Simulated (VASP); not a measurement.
## VASP 6.6.1 run: BaTiO$_{3}$

INCAR

```
EDIFF = 1E-7
PREC = Accurate
LCHARG = .FALSE.
NSW = 0
ENCUT = 520
GGA = PE
LWAVE = .FALSE.
LREAL = .FALSE.
IBRION = -1
LASPH = .TRUE.
ISMEAR = -1
ISIF = 2
SIGMA = 0.02
NELM = 63
ICHARG = 11
NBANDS = 28
```

KPOINTS

```
KPOINTS created by Atomic Simulation Environment
0
Gamma
6 6 6
0 0 0
```

POSCAR

```
Ba Ti O
 1.0000000000000000
     3.8742736247999998    0.0000000000000000    0.0000000000000000
     0.0000000000000000    3.8742736247999998    0.0000000000000000
     0.0000000000000000    0.0000000000000000    3.8742736247999998
 Ba  Ti  O
   1   1   3
Cartesian
  0.0000000000000000  0.0000000000000000  0.0000000000000000
  1.9371368123999997  1.9371368123999997  1.9371368123999997
  1.9371368123999997  1.9371368123999997  0.0000000000000000
  1.9371368123999997  0.0000000000000000  1.9371368123999997
  0.0000000000000000  1.9371368123999997  1.9371368123999997
```

The recommended PBE PAW datasets give the neutral cell 40 valence electrons.

Command

```
mpirun -np 1 vasp_std
```

Standard output (part)

```
POSCAR found type information on POSCAR BaTiO
 POSCAR found :  3 types and       5 ions
 LDA part: xc-table for (Slater+PW92), standard interpolation
 WARNING: stress and forces are not correct
 POSCAR, INCAR and KPOINTS ok, starting setup
 WAVECAR not read
 WARNING: CHGCAR is incomplete
|     EEEEEEE  RRRRRR   RRRRRR   OOOOOOO  RRRRRR      ###     ###     ###     |
|     E        R     R  R     R  O     O  R     R     ###     ###     ###     |
|     E        R     R  R     R  O     O  R     R     ###     ###     ###     |
|     EEEEE    RRRRRR   RRRRRR   O     O  RRRRRR       #       #       #      |
|     E        R    R   R    R   O     O  R    R      ###     ###     ###     |
|     EEEEEEE  R     R  R     R  OOOOOOO  R     R     ###     ###     ###     |
|     ERROR: charge density could not be read from file CHGCAR for            |
|     ICHARG>10                                                               |
|       ---->  I REFUSE TO CONTINUE WITH THIS SICK JOB ... BYE!!! <----       |
```

VASP stopped before the first electronic step.

Question: What is wrong with this input?

Answer: Density file missing or never updated. VASP stopped before the first electronic step.
